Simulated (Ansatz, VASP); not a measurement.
# One calculation of LiH, two programs

INCAR

```
SYSTEM = LiH
  PREC = Accurate
  ENCUT = 520
  EDIFF = 1E-7
  ISMEAR = -1
  SIGMA = 0.02
  LREAL = .False.
  LASPH = .True.
  NELM = 80
  ALGO = Normal
  ISIF = 2
  LWAVE = .False.
  LCHARG = .False.
  GGA = PE
  NBANDS = 9
```

File KPOINTS:

```
regular mesh
0
Gamma
  10 10 10
  0 0 0
```

File POSCAR:

```
LiH
1.0
    0.0000000000      1.9984726927      1.9984726927
    1.9822850639      0.0000000000      1.9984726927
    1.9822850639      1.9984726927      0.0000000000
Li H
1 1
Direct
    0.0000000000      0.0000000000      0.0000000000
    0.5000000000      0.5000000000      0.5000000000
```

Input for Ansatz:

```yaml
crystal:
  lattice:
    - [0.0, 1.9984726927, 1.9984726927]
    - [1.9822850639, 0.0, 1.9984726927]
    - [1.9822850639, 1.9984726927, 0.0]
  atoms:
    - { symbol: Li, position: [0.0, 0.0, 0.0] }
    - { symbol: H, position: [0.5, 0.5, 0.5] }
kpoints:
  mp_grid: { grid: [10, 10, 10] }
  band_path:
    path:
      - [0.0, 0.0, 0.0]
      - [0.5, 0.0, 0.5]
      - [0.625, 0.25, 0.625]
      - [0.375, 0.375, 0.75]
      - [0.5, 0.5, 0.5]
      - [0.5, 0.25, 0.75]
      - [0.0, 0.5, 0.5]
    npoints: 1
hamiltonian:
  xc: pbe
scf:
  occupations: { method: fermi_dirac, width: 0.02 }
  n_extra_bands: 4
output:
  forces: true
  stress: true
  eigenvalues: true
```

Change from the starting cell: uniaxial_x strain -0.8%.

Alike in both runs: task single point; functional PBE; k mesh 10 × 10 × 10; occupations fermi-dirac, width 0.02 eV; no spin polarisation.

```csv
,VASP,Ansatz
version,VASP 6.6.1,Ansatz 0.2.0
potentials or method,"VASP PAW PBE potentials, release 64 (Li_sv, H)","plane waves, PAW"
plane-wave cutoff (eV),520,420
valence electrons in the cell,4,4
```

```csv
,VASP,Ansatz,Ansatz less VASP
gap on the k mesh at the Fermi level (eV),2.89,2.89,+0.006
```

 A k mesh can miss the band edges.
